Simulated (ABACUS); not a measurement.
Crystal: Cu.

```
CELL_PARAMETERS angstrom
2.55619 0.00000 0.00000
1.27810 2.21373 0.00000
1.27810 0.73791 2.08712
ATOMIC_POSITIONS crystal
Cu 0.00000 0.00000 0.00000
```

Base run:

* Program: ABACUS 3.10.1
* Functional: OLYP
* Potentials or basis: SG15 ONCV 1.2 PBE
* Cutoff: 1252 eV
* Density cutoff: 5007 eV
* Basis: plane waves
* k mesh: 10 × 10 × 10
* Occupations: fermi-dirac, width 0.05 eV
* Spin: no spin polarisation

Its results: band gap on the k mesh none (metal or under the smearing width); pressure 6.0 GPa.

Q: The run is repeated on the same cell with these changes: functional from OLYP to revTPSS; cutoff from 1252 eV to 1442 eV; density cutoff from 5007 eV to 5769 eV; k mesh from 10 × 10 × 10 to 8 × 8 × 8. What comes out?

A: Band gap on the k mesh none (metal or under the smearing width); pressure -7.9 GPa.

Several settings changed at once, so the effect can't be laid on one alone.

Caveats: some runs use coarse meshes; the potentials were made for another functional, which shifts forces and pressure.

Not every run made on this cell is shown here.
